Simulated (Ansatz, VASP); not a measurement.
# In, level by level in two programs

```
In
1.0
    -1.60350    1.60350    2.44027
     1.60350   -1.60350    2.44027
     1.60350    1.60350   -2.44027
In
1
Direct
  0.00000 0.00000 0.00000
```

Change from the starting cell: volume scaled by 0.96.

Single points on this cell with VASP 6.6.1 and Ansatz 0.2.0. Each row is one pair of runs. Alike in all rows: spin: off; k mesh: 11 × 11 × 11; smearing: fermi-dirac, width 0.05 eV; VASP's potentials, cutoff: VASP PAW PBE potentials, release 64 (In_d), 520 eV.

```csv
level,"Ansatz's potentials, cutoff","gap on the k mesh at the Fermi level (eV), VASP","gap on the k mesh at the Fermi level (eV), Ansatz","pressure (GPa), VASP","pressure (GPa), Ansatz","largest component of the traceless stress (GPa), VASP","largest component of the traceless stress (GPa), Ansatz"
PBE,"Ansatz PAW, 420 eV",none,none,4.0,4.1,0.52,0.52
r2SCAN,"Ansatz PAW, 500 eV",?,none,?,2.2,?,0.39
PBEsol,"Ansatz PAW, 420 eV",none,none,0.8,0.9,0.45,0.45
```

**Question.** Fill in what VASP gave in row 2.

**Answer.** gap on the k mesh at the Fermi level (eV): none; pressure (GPa): 2.2; largest component of the traceless stress (GPa): 0.38.

A gap of «none» marks a metal or a gap that the smearing closes.

Caveats: the PAW data sets were made with another functional, which shifts forces and pressure a little (VASP); the PAW data sets come from PBE, with cores solved anew for the run's functional, which leaves a small shift of forces and pressure (Ansatz).
